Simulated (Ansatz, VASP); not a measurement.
# One calculation of MnSb, two programs

Contents of INCAR:

```
SYSTEM = MnSb
  PREC = Accurate
  ENCUT = 520
  EDIFF = 1E-7
  ISMEAR = -1
  SIGMA = 0.05
  LREAL = .False.
  LASPH = .True.
  NELM = 100
  ALGO = Normal
  ISIF = 2
  LWAVE = .False.
  LCHARG = .False.
  ISPIN = 2
  MAGMOM = 0 4
  LORBIT = 11
  LMAXMIX = 4
  GGA = PE
  NBANDS = 20
```

KPOINTS

```
regular mesh
0
Gamma
  8 8 8
  0 0 0
```

Contents of POSCAR:

```
MnSb
1.0
    0.0000000000      2.8498341525      2.8498341525
    2.8498341525      0.0000000000      2.8498341525
    2.8498341525      2.8498341525      0.0000000000
Sb Mn
1 1
Direct
    0.5000000000      0.5000000000      0.5000000000
    0.0000000000      0.0000000000      0.0000000000
```

File input.yaml:

```yaml
crystal:
  lattice:
    - [0.0, 2.8498341525, 2.8498341525]
    - [2.8498341525, 0.0, 2.8498341525]
    - [2.8498341525, 2.8498341525, 0.0]
  atoms:
    - { symbol: Sb, position: [0.5, 0.5, 0.5] }
    - { symbol: Mn, position: [0.0, 0.0, 0.0], spin: 4.0 }
hamiltonian:
  xc: pbe
  pseudopotentials: { kind: paw }
magnetization:
  spin_polarized: true
kpoints:
  mp_grid: { grid: [8, 8, 8] }
scf:
  occupations: { method: fermi_dirac, width: 0.05 }
output:
  forces: true
  stress: true
  eigenvalues: true
```

Change from the starting cell: volume scaled by 1.06.

Alike in both runs: task single point; functional PBE; k mesh 8 × 8 × 8; occupations fermi-dirac, width 0.05 eV; collinear spin, ferromagnetic start.

|  | VASP | Ansatz |
| --- | --- | --- |
| version | VASP 6.6.1 | Ansatz 0.2.0 |
| potentials or method | VASP PAW PBE potentials, release 64 (Sb, Mn_pv) | Ansatz PAW |
| plane-wave cutoff (eV) | 520 | 420 |
| valence electrons in the cell | 18 | 30 |

```csv
,VASP,Ansatz,Ansatz less VASP
gap on the k mesh at the Fermi level (eV),none,none,-
pressure (GPa),-3.4,-3.4,+0.01
net moment per atom (μB),1.96,1.96,+0.002
size of the moment on the site where the two differ most (μB),3.86,3.92,+0.065
```

Site moments also hang on the region over which each program counts them. A gap of «none» marks a metal or a gap that the smearing closes. The two sets of potentials don't hold the same shells in valence.

Caveats: a cell with one magnetic atom can't hold antiferromagnetic order, which such compounds often take. The runs have no spin-orbit coupling, so splittings on Sb are missing.
